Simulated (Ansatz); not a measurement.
# Nb (Im-3m) in Ansatz: equation of state

How stiff is Nb in PBE, and what volume does it want? The cell is scaled to several volumes.

All numbers are computed with Ansatz 0.2.0; they aren't measurements. Logs are shortened: lines on timing, memory, paths and dates and some standing lists are left out, and cuts for length are marked.

**Experimental background.**

“Pressure effects on the electronic structure and superconductivity of (TaNb)0.67(HfZrTi)0.33 high entropy alloy”, 2019, arxiv:1910.08312 quotes, for a bulk crystal of Nb: bulk modulus 169 GPa.

The runs below are set against these values where they give the same quantity.

## 1. The structure

Symmetry: Im-3m, No. 229, cubic system. Conventional cell: a = 3.328 Å, b = 3.328 Å, c = 3.328 Å, α = 90.00°, β = 90.00°, γ = 90.00°. Nb (site symmetry m-3m) has 8 Nb at 2.88 Å as nearest neighbours.

## 2. Single point, PBE, 17.32 Å³/atom (volume scaled by 0.94)

Contents of input.yaml:

```yaml
crystal:
  lattice:
    - [-1.6299823056, 1.6299823056, 1.6299823056]
    - [1.6299823056, -1.6299823056, 1.6299823056]
    - [1.6299823056, 1.6299823056, -1.6299823056]
  atoms:
    - { symbol: Nb, position: [0.0, 0.0, 0.0] }
hamiltonian:
  xc: pbe
  pseudopotentials: { kind: paw }
kpoints:
  mp_grid: { grid: [11, 11, 11] }
scf:
  occupations: { method: fermi_dirac, width: 0.05 }
output:
  forces: true
  stress: true
  eigenvalues: true
  write_density: true
  write_potential: true
  elf: true
  volumetric_format: npy
```

Potentials or basis: Ansatz PAW.

Started as:

```
> ansatz run input.yaml --threads 1 --pin off --max-ram 2560MiB --backend cpu --events-out ev --progress --plain --runs-dir out
```

The log of the run:

```text
Warning: RAYON_NUM_THREADS=1 ignored (pool sized by the plan → 1); use --threads N
Engine: ansatz 0.2.0, aarch64-unknown-linux-gnu
Pseudopotentials: kind: paw
Pseudopotential: Nb, paw, valence charge 13, recommended cutoff 420 eV (normal), Nb.paw.azcp
Functional definition: PBE
  parameter kappa = 0.804
  parameter beta = 0.06672455060314922
  exchange = pbe_x(kappa = kappa, mu = beta*pi^2/3)
  correlation = pbe_c(beta = beta)
Crystal: 1 atoms, lattice volume = 17.322 Å³
Basis set: ecut = 420 eV, 321 PW (Γ), exchange–correlation on 40×40×40 points (8 copies of the dense FFT grid, shifted against one another)
Bands: 11, of which v1, the nominal top of the filled ones, is band 7 counted from 1 (6 counted from 0)
Symmetry: 48 space group operations
Space group: Im-3m (ITA 229), of the structure as read, at distance tolerance 2.6e-5 Å
k-points: 56 of 1331
Non-local potential: Nb, projectors of the file, l = 0: 3, l = 1: 2, l = 2: 2, l = 3: 1
PAW form: soft (Blöchl's): semilocal exchange-correlation on the pseudo side does not see the compensation charge
PAW one-centre angular grid: Nb, 590 points (default); XC on 64 Gauss nodes
Initial density: superposition of atomic densities (neutral atoms: chi_scale 0, normalization atom), corrected by the library's trained network
Initial wavefunctions: pseudopotential atomic-orbital guess
Functional: x = pbe(κ = 0.804, μ = 0.2195149727645171), c = pbe(β = 0.06672455060314922)
SCF iter   1: F=—  HF=-4552.258204 eV  |F-HF|=—  |Δ(HF+E_count)|=         —  Δρ=3.92e-3  dr2=2.16e-3  ethr=1.77e-3  ⟨swp⟩=5.0  Hψ=3606  notcnv=0
preconditioner: auto → none  [metal: Δε(μ)=0.014 eV  Ē_g=7.926 eV  σ=0.050 eV  W_gap=0.07  n_scr=0 (ndim 8)  ℏωp=19.9 eV  f_vac=0.000  D(μ)=1.93/eV (n_scr^D=18)]
SCF iter   2: F=—  HF=-4552.257712 eV  |F-HF|=—  |Δ(HF+E_count)|=   4.92e-4  Δρ=1.49e-3  dr2=1.81e-4  ethr=1.67e-5  ⟨swp⟩=2.2  Hψ=1282  notcnv=0
SCF iter   3: F=—  HF=-4552.257717 eV  |F-HF|=—  |Δ(HF+E_count)|=   4.84e-6  Δρ=4.65e-4  dr2=1.87e-5  ethr=1.40e-6  ⟨swp⟩=1.0  Hψ=608  notcnv=0
SCF iter   4: F=—  HF=-4552.257719 eV  |F-HF|=—  |Δ(HF+E_count)|=   1.91e-6  Δρ=3.06e-5  dr2=3.76e-8  ethr=1.44e-7  ⟨swp⟩=1.0  Hψ=608  notcnv=0
iter 5 did not close the SCF: its close was put off for the readings that it lacked (scf_convergence_deferred on its scf_iter line)
SCF iter   5: F=-4552.257719 eV  HF=-4552.257719 eV  |F-HF|=3.27e-11  |Δ(HF+E_count)|=   5.60e-8  Δρ=2.15e-6  dr2=2.33e-10  ethr=2.90e-10  ⟨swp⟩=2.1  Hψ=977  notcnv=0
SCF iter   6: F=-4552.257719 eV  HF=-4552.257719 eV  |F-HF|=2.73e-12  |Δ(HF+E_count)|=  4.27e-11  Δρ=2.50e-7  dr2=2.41e-12  ethr=1.79e-12  ⟨swp⟩=4.1  Hψ=2665  notcnv=0
SCF 1 converged in 6 iterations: F = -4552.257719 eV  dr2 = 2.41e-12
SCF converged after 6 iterations
Free energy (F): -4552.257719 eV
Harris-Foulkes:  -4552.257719 eV  (|F-HF|=2.73e-12)
Internal energy: -4552.241975 eV  (E = F + TS)
E sigma→0 (E₀):  -4552.249847 eV
Entropy (-TS):   -0.015743 eV (-15.743 meV/atom)
Fermi energy:    18.557578 eV
--- Per-component energies (eV) ---
  E_band       = -56.541867
  E_kinetic    = 396.975222
  E_local      = -670.482290  (includes V_loc(G=0)·N_el)
  E_nonlocal   = 120.110871
  E_hartree    = 209.412924
  E_xc         = -176.355688
  E_vxc        = -214.049806  (∫ρ·V_xc dr)
  E_paw        = -3073.572249  (= ΣΔE_a)
  E_vpaw       = -107.921724  (= ΣTr[D̂ρ^β])
  E_aug_tail   = 0.000006  (compensation charges beyond the density's cutoff)
  E_ewald      = -1358.330770
  E_smearing   = -0.015743  (= −TS)
  E_closure    = -0.000000  (closes the sum)
  Σ components = -4552.257719   (vs F -4552.257719, Δ=0.00e0)
--- Forces (eV/Å), atoms counted from 1 ---
  atom   1  Nb    -0.00000000     0.00000000     0.00000000
  max |Σ_I F_I| component: 1.26e-32 eV/Å
--- Stress (GPa, compression-positive) ---
        9.259631      -0.000000       0.000000
       -0.000000       9.259631      -0.000000
       -0.000000      -0.000000       9.259631
  P = ⅓ Tr σ = 9.2596 GPa (92.596 kbar)
--- Band table (eV; the first three rows and the last of 56) ---
  k-point 0: bands = ["-35.6989", "-10.9219", "-10.9219", "-10.9219", "12.6231", "18.9435", "18.9435", "18.9435", "21.9842", "21.9842", "32.8315"]
  k-point 1: bands = ["-35.6766", "-11.0536", "-10.9616", "-10.9232", "12.9745", "18.7260", "18.8827", "19.2861", "21.6714", "21.9855", "33.1145"]
  k-point 2: bands = ["-35.6161", "-11.3970", "-11.0667", "-10.9266", "13.8780", "18.1976", "18.6138", "20.2787", "21.3447", "22.0327", "33.5027"]
  k-point 55: bands = ["-35.2182", "-11.9674", "-11.9429", "-11.9429", "14.7319", "14.7953", "23.8241", "23.8241", "24.2976", "27.5655", "28.8406"]
```

It took 0.99 s on 1 thread of Arm Neoverse V1, shared host; peak memory 0.26 GiB.

What came out:

| Quantity | Value |
| --- | --- |
| Free energy | -4552.2577 eV |
| Pressure | 9.3 GPa |
| Band gap on the k mesh | none (metal or under the smearing width) |

## 3. Single point, PBE, 17.69 Å³/atom (volume scaled by 0.96)

Contents of input.yaml:

```yaml
crystal:
  lattice:
    - [-1.6414614324, 1.6414614324, 1.6414614324]
    - [1.6414614324, -1.6414614324, 1.6414614324]
    - [1.6414614324, 1.6414614324, -1.6414614324]
  atoms:
    - { symbol: Nb, position: [0.0, 0.0, 0.0] }
hamiltonian:
  xc: pbe
  pseudopotentials: { kind: paw }
kpoints:
  mp_grid: { grid: [11, 11, 11] }
scf:
  occupations: { method: fermi_dirac, width: 0.05 }
output:
  forces: true
  stress: true
  eigenvalues: true
```

Potentials or basis: Ansatz PAW.

Started as:

```
> ansatz run input.yaml --threads 1 --pin off --max-ram 2560MiB --backend cpu --events-out ev --progress --plain --runs-dir out
```

It took 0.75 s on 1 thread of Arm Neoverse V1, shared host; peak memory 0.25 GiB.

It converged, with:

```
Free energy            : -4552.2743 eV
Pressure               : 5.2 GPa
Band gap on the k mesh : none (metal or under the smearing width)
```

## 4. Single point, PBE, 18.06 Å³/atom (volume scaled by 0.98)

Edit input.yaml of step 3 so:

```diff
@@ -2,5 +2,5 @@
   lattice:
-    - [-1.6414614324, 1.6414614324, 1.6414614324]
-    - [1.6414614324, -1.6414614324, 1.6414614324]
-    - [1.6414614324, 1.6414614324, -1.6414614324]
+    - [-1.6527822138, 1.6527822138, 1.6527822138]
+    - [1.6527822138, -1.6527822138, 1.6527822138]
+    - [1.6527822138, 1.6527822138, -1.6527822138]
   atoms:
```

Potentials or basis: Ansatz PAW.

Started as:

```
> ansatz run input.yaml --threads 1 --pin off --max-ram 2560MiB --backend cpu --events-out ev --progress --plain --runs-dir out
```

The log of the run:

```text
Warning: RAYON_NUM_THREADS=1 ignored (pool sized by the plan → 1); use --threads N
[... 8 set-up lines as earlier in the session ...]
Crystal: 1 atoms, lattice volume = 18.060 Å³
Basis set: ecut = 420 eV, 369 PW (Γ), exchange–correlation on 40×40×40 points (8 copies of the dense FFT grid, shifted against one another)
Bands: 11, of which v1, the nominal top of the filled ones, is band 7 counted from 1 (6 counted from 0)
[... 2 set-up lines as earlier in the session ...]
k-points: 56 of 1331
[... 6 set-up lines as earlier in the session ...]
SCF iter   1: F=—  HF=-4552.282347 eV  |F-HF|=—  |Δ(HF+E_count)|=         —  Δρ=3.82e-3  dr2=2.37e-3  ethr=1.77e-3  ⟨swp⟩=5.0  Hψ=3581  notcnv=0
preconditioner: auto → none  [metal: Δε(μ)=0.060 eV  Ē_g=7.611 eV  σ=0.050 eV  W_gap=0.29  n_scr=0 (ndim 8)  ℏωp=19.5 eV  f_vac=0.000  D(μ)=1.81/eV (n_scr^D=18)]
SCF iter   2: F=—  HF=-4552.281862 eV  |F-HF|=—  |Δ(HF+E_count)|=   4.85e-4  Δρ=1.46e-3  dr2=1.89e-4  ethr=1.82e-5  ⟨swp⟩=2.2  Hψ=1294  notcnv=0
SCF iter   3: F=—  HF=-4552.281869 eV  |F-HF|=—  |Δ(HF+E_count)|=   7.27e-6  Δρ=4.74e-4  dr2=2.14e-5  ethr=1.45e-6  ⟨swp⟩=1.0  Hψ=608  notcnv=0
SCF iter   4: F=—  HF=-4552.281873 eV  |F-HF|=—  |Δ(HF+E_count)|=   3.64e-6  Δρ=3.25e-5  dr2=4.18e-8  ethr=1.64e-7  ⟨swp⟩=1.0  Hψ=608  notcnv=0
iter 5 did not close the SCF: its close was put off for the readings that it lacked (scf_convergence_deferred on its scf_iter line)
SCF iter   5: F=-4552.281873 eV  HF=-4552.281873 eV  |F-HF|=4.64e-11  |Δ(HF+E_count)|=   8.44e-8  Δρ=2.32e-6  dr2=2.70e-10  ethr=3.22e-10  ⟨swp⟩=2.1  Hψ=976  notcnv=0
SCF iter   6: F=-4552.281873 eV  HF=-4552.281873 eV  |F-HF|=0.00e0  |Δ(HF+E_count)|=  5.46e-11  Δρ=1.70e-7  dr2=1.57e-12  ethr=2.08e-12  ⟨swp⟩=1.4  Hψ=1951  notcnv=0
SCF 1 converged in 6 iterations: F = -4552.281873 eV  dr2 = 1.57e-12
SCF converged after 6 iterations
Free energy (F): -4552.281873 eV
Harris-Foulkes:  -4552.281873 eV  (|F-HF|=0.00e0)
Internal energy: -4552.266725 eV  (E = F + TS)
E sigma→0 (E₀):  -4552.274299 eV
Entropy (-TS):   -0.015148 eV (-15.148 meV/atom)
Fermi energy:    17.682219 eV
--- Per-component energies (eV) ---
  E_band       = -68.143861
  E_kinetic    = 395.165429
  E_local      = -694.812049  (includes V_loc(G=0)·N_el)
  E_nonlocal   = 119.855567
  E_hartree    = 216.277731
  E_xc         = -175.746731
  E_vxc        = -213.225957  (∫ρ·V_xc dr)
  E_paw        = -3073.413898  (= ΣΔE_a)
  E_vpaw       = -107.682329  (= ΣTr[D̂ρ^β])
  E_aug_tail   = 0.000005  (compensation charges beyond the density's cutoff)
  E_ewald      = -1339.592780
  E_smearing   = -0.015148  (= −TS)
  E_closure    = -0.000000  (closes the sum)
  Σ components = -4552.281873   (vs F -4552.281873, Δ=0.00e0)
--- Forces (eV/Å), atoms counted from 1 ---
  atom   1  Nb     0.00000000     0.00000000     0.00000000
  max |Σ_I F_I| component: 6.16e-33 eV/Å
--- Stress (GPa, compression-positive) ---
        1.450669      -0.000000       0.000000
        0.000000       1.450669      -0.000000
        0.000000      -0.000000       1.450669
  P = ⅓ Tr σ = 1.4507 GPa (14.507 kbar)
--- Band table (eV; the first three rows and the last of 56) ---
  k-point 0: bands = ["-36.6277", "-11.9448", "-11.9448", "-11.9448", "11.8173", "18.0818", "18.0818", "18.0818", "20.9825", "20.9825", "31.8501"]
  k-point 1: bands = ["-36.6087", "-12.0597", "-11.9798", "-11.9457", "12.1523", "17.8778", "18.0250", "18.4062", "20.6933", "20.9852", "32.1120"]
  k-point 2: bands = ["-36.5575", "-12.3603", "-12.0725", "-11.9483", "13.0250", "17.3800", "17.7674", "19.3457", "20.3816", "21.0317", "32.4393"]
  k-point 55: bands = ["-36.2196", "-12.8685", "-12.8473", "-12.8473", "14.1023", "14.1568", "22.6968", "22.6968", "23.1426", "26.3290", "27.5570"]
```

Wall time 0.76 s (1 thread of Arm Neoverse V1, shared host); peak memory 0.25 GiB.

What came out:

```yaml
Free_energy: -4552.2819 eV
Pressure: 1.5 GPa
Band_gap_on_the_k_mesh: none (metal or under the smearing width)
```

## 5. Single point, PBE, 18.43 Å³/atom

Edit input.yaml of step 4 so:

```diff
@@ -2,5 +2,5 @@
   lattice:
-    - [-1.6527822138, 1.6527822138, 1.6527822138]
-    - [1.6527822138, -1.6527822138, 1.6527822138]
-    - [1.6527822138, 1.6527822138, -1.6527822138]
+    - [-1.66395, 1.66395, 1.66395]
+    - [1.66395, -1.66395, 1.66395]
+    - [1.66395, 1.66395, -1.66395]
   atoms:
```

Started as:

```
> ansatz run input.yaml --threads 1 --pin off --max-ram 2560MiB --backend cpu --events-out ev --progress --plain --runs-dir out
```

Run time: 0.76 s. Hardware: 1 thread of Arm Neoverse V1, shared host; peak memory 0.25 GiB.

Results (log left out):

- Free energy: -4552.2812 eV
- Pressure: -2.0 GPa
- Band gap on the k mesh: none (metal or under the smearing width)

## 6. Single point, PBE, 18.80 Å³/atom (volume scaled by 1.02)

Edit input.yaml of step 5 so:

```diff
@@ -2,5 +2,5 @@
   lattice:
-    - [-1.66395, 1.66395, 1.66395]
-    - [1.66395, -1.66395, 1.66395]
-    - [1.66395, 1.66395, -1.66395]
+    - [-1.6749698576, 1.6749698576, 1.6749698576]
+    - [1.6749698576, -1.6749698576, 1.6749698576]
+    - [1.6749698576, 1.6749698576, -1.6749698576]
   atoms:
```

Potentials or basis: Ansatz PAW.

Started as:

```
> ansatz run input.yaml --threads 1 --pin off --max-ram 2560MiB --backend cpu --events-out ev --progress --plain --runs-dir out
```

It took 0.74 s on 1 thread of Arm Neoverse V1, shared host; peak memory 0.25 GiB.

It converged, with:

* Free energy: -4552.2729 eV
* Pressure: -5.2 GPa
* Band gap on the k mesh: none (metal or under the smearing width)

## 7. Single point, PBE, 19.17 Å³/atom (volume scaled by 1.04)

Edit input.yaml of step 6 so:

```diff
@@ -2,5 +2,5 @@
   lattice:
-    - [-1.6749698576, 1.6749698576, 1.6749698576]
-    - [1.6749698576, -1.6749698576, 1.6749698576]
-    - [1.6749698576, 1.6749698576, -1.6749698576]
+    - [-1.68584659, 1.68584659, 1.68584659]
+    - [1.68584659, -1.68584659, 1.68584659]
+    - [1.68584659, 1.68584659, -1.68584659]
   atoms:
```

Started as:

```
> ansatz run input.yaml --threads 1 --pin off --max-ram 2560MiB --backend cpu --events-out ev --progress --plain --runs-dir out
```

It took 0.76 s on 1 thread of Arm Neoverse V1, shared host; peak memory 0.25 GiB.

The run converged. Its results:

```
Free energy            : -4552.2577 eV
Pressure               : -8.0 GPa
Band gap on the k mesh : none (metal or under the smearing width)
```

## 8. Single point, PBE, 19.53 Å³/atom (volume scaled by 1.06)

Edit input.yaml of step 7 so:

```diff
@@ -2,5 +2,5 @@
   lattice:
-    - [-1.68584659, 1.68584659, 1.68584659]
-    - [1.68584659, -1.68584659, 1.68584659]
-    - [1.68584659, 1.68584659, -1.68584659]
+    - [-1.6965847559, 1.6965847559, 1.6965847559]
+    - [1.6965847559, -1.6965847559, 1.6965847559]
+    - [1.6965847559, 1.6965847559, -1.6965847559]
   atoms:
```

Started as:

```
> ansatz run input.yaml --threads 1 --pin off --max-ram 2560MiB --backend cpu --events-out ev --progress --plain --runs-dir out
```

Wall time 0.86 s (1 thread of Arm Neoverse V1, shared host); peak memory 0.25 GiB.

Results (log left out):

| Property | Result |
| --- | --- |
| Free energy | -4552.2361 eV |
| Pressure | -10.7 GPa |
| Band gap on the k mesh | none (metal or under the smearing width) |

## 9. Equation of state, PBE

Potentials or basis: Ansatz PAW.

This step only gathers the single runs of the series.

What came out:

- Equilibrium volume: 18.21 Å³/atom
- Bulk modulus: 171 GPa
- Pressure derivative of the bulk modulus: 3.3

Energy against volume, from the lowest point:
```
volume (Å³/atom)  energy (meV/atom)
          17.322              24.15
          17.691               7.59
          18.060               0.00
          18.428               0.69
          18.797               8.98
          19.165              24.22
          19.534              45.77
```

## 10. Comparison with measurements

Step 9. A measured bulk modulus of Nb is 169 GPa (quoted in “Pressure effects on the electronic structure and superconductivity of (TaNb)0.67(HfZrTi)0.33 high entropy alloy”, 2019, arxiv:1910.08312); the calculated 171 GPa misses it by +1.3 %. The fit is for a static lattice scaled at fixed shape and fixed fractional positions.
